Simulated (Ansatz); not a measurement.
HgSe:

```
CELL_PARAMETERS angstrom
0.00000 3.03900 3.03900
3.03900 0.00000 3.03900
3.03900 3.03900 0.00000
ATOMIC_POSITIONS crystal
Hg 0.00000 0.00000 0.00000
Se 0.75000 0.75000 0.75000
```

- Program: Ansatz 0.2.0
- Task: relaxation of cell and atoms
- Functional: RPBE
- Dispersion: D3(BJ)
- Potentials or basis: all-electron LAPW, scalar-relativistic
- Basis error allowed: 0.001 eV/atom
- k mesh: 8 × 8 × 8
- Occupations: fermi-dirac, width 0.05 eV
- Spin: no spin polarisation

At the start: volume 28.07 Å³/atom.

**Question.** Where does the relaxation end?

**Answer.** Over 5 steps the energy falls by 9.0 meV/atom and the volume is 26.91 Å³/atom (-4.1 %); space group F-43m (No. 216, to 0.05 Å).

Step by step:
| step | energy change (eV) | largest force (eV/Å) | volume (Å³) |
| --- | --- | --- | --- |
| 1 | 0.0000 | 0.0000 | 56.13 |
| 2 | -0.0152 | 0.0000 | 52.96 |
| 3 | -0.0179 | 0.0000 | 53.88 |
| 4 | -0.0179 | 0.0000 | 53.82 |
| 5 | -0.0179 | 0.0000 | 53.82 |

Final structure:
```
Hg Se
1.0
     0.00000    2.99661    2.99661
     2.99661    0.00000    2.99661
     2.99661    2.99661    0.00000
Hg Se
1 1
Cartesian
  0.0000 0.0000 0.0000
  4.4949 4.4949 4.4949
```
